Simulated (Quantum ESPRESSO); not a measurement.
MoS2, a sheet with vacuum:

```
CELL_PARAMETERS angstrom
3.22422 0.00000 0.00000
-1.61211 2.68276 0.00000
0.00000 0.00000 21.13000
ATOMIC_POSITIONS crystal
S 0.66667 0.33333 0.42593
Mo 0.33333 0.66667 0.50000
S 0.66667 0.33333 0.57407
```

The cell was built by a generator and needn't be a form met in nature.

Below is the output of Quantum ESPRESSO 7.5 for this cell. Logs are shortened: lines on timing, memory, paths and dates and some standing lists are left out, and cuts for length are marked.

```text
This program is part of the open-source Quantum ESPRESSO suite
     for quantum simulation of materials; please cite
[... 9 lines left out ...]
     --------------------
     sticks:   dense  smooth     PW     G-vecs:    dense   smooth      PW
     Sum         785     785    235               119267   119267   18969

     Using Slab Decomposition

     bravais-lattice index     =            0
     lattice parameter (alat)  =       6.0929  a.u.
     unit-cell volume          =    1233.3944 (a.u.)^3
     number of atoms/cell      =            3
     number of atomic types    =            2
     number of electrons       =        26.00
     number of Kohn-Sham states=           20
     kinetic-energy cutoff     =      80.0000  Ry
     charge density cutoff     =     320.0000  Ry
     scf convergence threshold =      6.0E-10
     mixing beta               =       0.5000
     number of iterations used =            8  plain     mixing
     energy convergence thresh.=      1.0E-05
     force convergence thresh. =      4.0E-04
     Exchange-correlation= SLA  PW   NOGX NOGC
                           (   1   4   0   0   0   0   0)
     nstep                     =           40

     celldm(1)=   6.092893  celldm(2)=   0.000000  celldm(3)=   0.000000
     celldm(4)=   0.000000  celldm(5)=   0.000000  celldm(6)=   0.000000

     crystal axes: (cart. coord. in units of alat)
               a(1) = (   1.000000   0.000000   0.000000 )
               a(2) = (  -0.500000   0.832064   0.000000 )
               a(3) = (   0.000000   0.000000   6.553523 )

     reciprocal axes: (cart. coord. in units 2 pi/alat)
               b(1) = (  1.000000  0.600916 -0.000000 )
               b(2) = (  0.000000  1.201831  0.000000 )
               b(3) = (  0.000000 -0.000000  0.152590 )

     PseudoPot. # 1 for S  read from file:
     S.upf
     Pseudo is Norm-conserving + core correction, Zval =  6.0
     Generated using ONCVPSP code by D. R. Hamann
     Using radial grid of 1132 points,  6 beta functions with:
                l(1) =   0
                l(2) =   0
                l(3) =   1
                l(4) =   1
                l(5) =   2
                l(6) =   2

     PseudoPot. # 2 for Mo read from file:
     Mo.upf
     Pseudo is Norm-conserving + core correction, Zval = 14.0
     Generated using ONCVPSP code by D. R. Hamann
     Using radial grid of 1602 points,  6 beta functions with:
                l(1) =   0
                l(2) =   0
                l(3) =   1
                l(4) =   1
                l(5) =   2
                l(6) =   2

     atomic species   valence    mass     pseudopotential
     S                 6.00    32.06000     S ( 1.00)
     Mo               14.00    95.95000     Mo( 1.00)

      4 Sym. Ops. (no inversion) found

   Cartesian axes

     site n.     atom                  positions (alat units)
         1        S      tau(   1) = (   0.5000000   0.2773545   2.7913728  )
         2        Mo     tau(   2) = (  -0.0000000   0.5547091   3.2767615  )
         3        S      tau(   3) = (   0.5000000   0.2773545   3.7621502  )

     number of k points=    31  Gaussian smearing, width (Ry)=  0.0015
                       cart. coord. in units 2pi/alat
        k(    1) = (   0.0000000   0.0000000   0.0000000), wk =   0.0200000
        k(    2) = (   0.0000000   0.1201831   0.0000000), wk =   0.0400000
        k(    3) = (   0.0000000   0.2403662   0.0000000), wk =   0.0400000
        k(    4) = (   0.0000000   0.3605494   0.0000000), wk =   0.0400000
        k(    5) = (   0.0000000   0.4807325   0.0000000), wk =   0.0400000
        k(    6) = (   0.0000000  -0.6009156   0.0000000), wk =   0.0200000
[... 23 lines left out ...]
        k(   30) = (  -0.5000000  -0.1802747   0.0000000), wk =   0.0800000
        k(   31) = (  -0.5000000  -0.0600916   0.0000000), wk =   0.0800000

     Dense  grid:   119267 G-vectors     FFT dimensions: (  36,  36, 240)

     Initial potential from superposition of free atoms

     starting charge      25.9988, renormalised to      26.0000

     negative rho (up, down):  3.275E-05 0.000E+00
     Starting wfcs are   18 randomized atomic wfcs +    2 random wfcs

     Self-consistent Calculation

     iteration #  1     ecut=    80.00 Ry     beta= 0.50
     Davidson diagonalization with overlap
     ethr =  1.00E-02,  avg # of iterations =  5.8
[... 286 lines left out ...]
     atom    1 type  1   force =     0.00000000    0.00497307    0.01924035
     atom    2 type  2   force =     0.00000000   -0.00994614    0.00000000
     atom    3 type  1   force =     0.00000000    0.00497307   -0.01924035

     Total force =     0.029812     Total SCF correction =     0.000031

     BFGS Geometry Optimization
     Energy error            =      8.9E-04 Ry
     Gradient error          =      1.9E-02 Ry/Bohr

     number of scf cycles    =   1
     number of bfgs steps    =   0
[... 595 lines left out ...]
     iteration #  1     ecut=    80.00 Ry     beta= 0.50
     Davidson diagonalization with overlap
     ethr =  1.00E-06,  avg # of iterations =  4.4

     Threshold (ethr) on eigenvalues was too large:
     Diagonalizing with lowered threshold

     Davidson diagonalization with overlap
     ethr =  3.41E-08,  avg # of iterations =  3.9

     negative rho (up, down):  4.598E-07 0.000E+00
[... 284 lines left out ...]
     iteration #  1     ecut=    80.00 Ry     beta= 0.50
     Davidson diagonalization with overlap
     ethr =  1.00E-06,  avg # of iterations =  2.0

     Threshold (ethr) on eigenvalues was too large:
     Diagonalizing with lowered threshold

     Davidson diagonalization with overlap
     ethr =  6.16E-10,  avg # of iterations =  4.3

     negative rho (up, down):  3.826E-08 0.000E+00
[... 247 lines left out ...]
     Total force =     0.000315     Total SCF correction =     0.000001
     Energy error            =      5.6E-07 Ry
     Gradient error          =      2.6E-04 Ry/Bohr

     bfgs converged in   5 scf cycles and   4 bfgs steps
     (criteria: energy <  1.0E-05 Ry, force <  4.0E-04 Ry/Bohr)

     End of BFGS Geometry Optimization

     Final energy             =    -185.1807340232 Ry

Begin final coordinates

ATOMIC_POSITIONS (crystal)
S                0.6675439449        0.3350878897        0.4271815579
Mo               0.3315787769        0.6631575538        0.5000000000
S                0.6675439449        0.3350878897        0.5728184421
End final coordinates

=------------------------------------------------------------------------------=
   JOB DONE.
=------------------------------------------------------------------------------=
```

**Question.** What input gives this log?

**Answer.** Relaxation of the atoms with LDA, no spin polarisation. The files as run (others can give the same):

pw.in
```
&CONTROL
  calculation = 'relax'
  prefix = 'pwscf'
  outdir = './tmp'
  pseudo_dir = './pseudo'
  tprnfor = .true.
  disk_io = 'low'
  nstep = 40
  forc_conv_thr = 0.0004
  etot_conv_thr = 1d-05
/
&SYSTEM
  ibrav = 0
  nat = 3
  ntyp = 2
  ecutwfc = 80
  nbnd = 20
  occupations = 'smearing'
  smearing = 'gaussian'
  degauss = 0.00146997
/
&ELECTRONS
  conv_thr = 6d-10
  electron_maxstep = 120
  mixing_beta = 0.5
/
&IONS
  ion_dynamics = 'bfgs'
/
ATOMIC_SPECIES
S     32.0600 S.upf
Mo    95.9500 Mo.upf
CELL_PARAMETERS angstrom
   3.2242200000    0.0000000000    0.0000000000
  -1.6121100000    2.6827561754    0.0000000000
   0.0000000000    0.0000000000   21.1300000000
ATOMIC_POSITIONS crystal
S      0.6666666667    0.3333333333    0.4259346900
Mo     0.3333333333    0.6666666667    0.5000000000
S      0.6666666667    0.3333333333    0.5740653100
K_POINTS automatic
10 10 1 0 0 0
```

Potentials or basis: PseudoDojo 0.4.1 SR LDA standard.
The run is started by
```console
$ OMP_NUM_THREADS=1 pw.x -in pw.in > pw.out
```
